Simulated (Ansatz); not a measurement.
(100) slab cut from the bulk of SnSe$_{2}$, P-3m1 (No. 164); the slab's formula is SnSe2:

```xyz
12
Lattice="3.8189 0.0000 0.0000 0.0000 6.1456 0.0000 0.0000 0.0000 27.1267" Properties=species:S:1:pos:R:3 pbc="T T T"
Sn    1.9095    0.0000    7.5000
Se    0.0000    4.5596    8.6024
Se    1.9095    1.5860    9.7049
Sn    0.0000    0.0000   10.8073
Se    1.9095    4.5596   11.9097
Se    0.0000    1.5860   13.0121
Sn    1.9095    0.0000   14.1146
Se    0.0000    4.5596   15.2170
Se    1.9095    1.5860   16.3194
Sn    0.0000    0.0000   17.4219
Se    1.9095    4.5596   18.5243
Se    0.0000    1.5860   19.6267
```

All numbers below come from Ansatz 0.2.0, DFT PBEsol, scalar-relativistic, plane waves, PAW. Plane waves to 420 eV, a k mesh through Γ of 9×6×1 on the computed 12-atom cell and Gaussian smearing (0.05 eV); no spin polarisation. A dipole correction removes the field between periodic images along c.

Question: What forces act on the atoms?

Answer:
```csv
atom,Fx (eV/Å),Fy (eV/Å),Fz (eV/Å)
Sn1,0.000,-0.074,0.016
Se2,0.000,0.100,-0.114
Se3,0.000,-0.057,0.013
Sn4,0.000,0.010,0.175
Se5,0.000,0.025,-0.045
Se6,0.000,0.028,-0.098
Sn7,0.000,0.013,0.081
Se8,0.000,-0.045,-0.089
Se9,0.000,0.080,-0.183
Sn10,0.000,0.016,0.710
Se11,0.000,0.180,0.148
Se12,0.000,-0.279,-0.614
```

Cost: 1 run of about 8.6 core-minutes, on Arm Neoverse N1 (shared hosts).